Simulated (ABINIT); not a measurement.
Here is an ABINIT 10.8.3 (patched build) calculation.

The input run.abi:

```
pp_dirpath "./"
pseudos "Mo.upf, Si.upf"

acell 3*1.0
rprim
    -3.1021307701     3.1021307701     7.6205781200
     3.1021307701    -3.1021307701     7.6205781200
     3.1021307701     3.1021307701    -7.6205781200
ntypat 2
znucl 42 14
natom 3
typat 1 2 2
xred
     0.0000000000     0.0000000000     0.0000000000
     0.6670000000     0.6670000000     0.0000000000
     0.3330000000     0.3330000000     0.0000000000
chkprim 0
chksymtnons 0
tolsym 1.0e-6

ecut 36.0

kptopt 1
ngkpt 9 9 9
nshiftk 1
shiftk 0.0 0.0 0.0

ixc -120135

nband 15
occopt 3
tsmear 0.05 eV

nstep 100
tolvrs 1.0e-10

iomode 3
prtwf 0
prtden 0
prteig 0
prtebands 0
```

Potentials or basis: PseudoDojo NC SR PBEsol v0.4.1 standard.

Launch:

```console
$ abinit run.abi > log 2>&1
```

Question: Estimate the band gap on the k mesh.

Answer: None (metal or under the smearing width).

Question: Predict the largest force.

Answer: 0.425 eV/Å.

Question: Estimate the pressure.

Answer: -18.1 GPa.

Stress tensor (GPa, compression positive):
```
-17.16   0.00   0.00
  0.00 -17.16   0.00
  0.00   0.00 -19.99
```

Caveat: the potentials were made for another functional, which shifts forces and pressure.
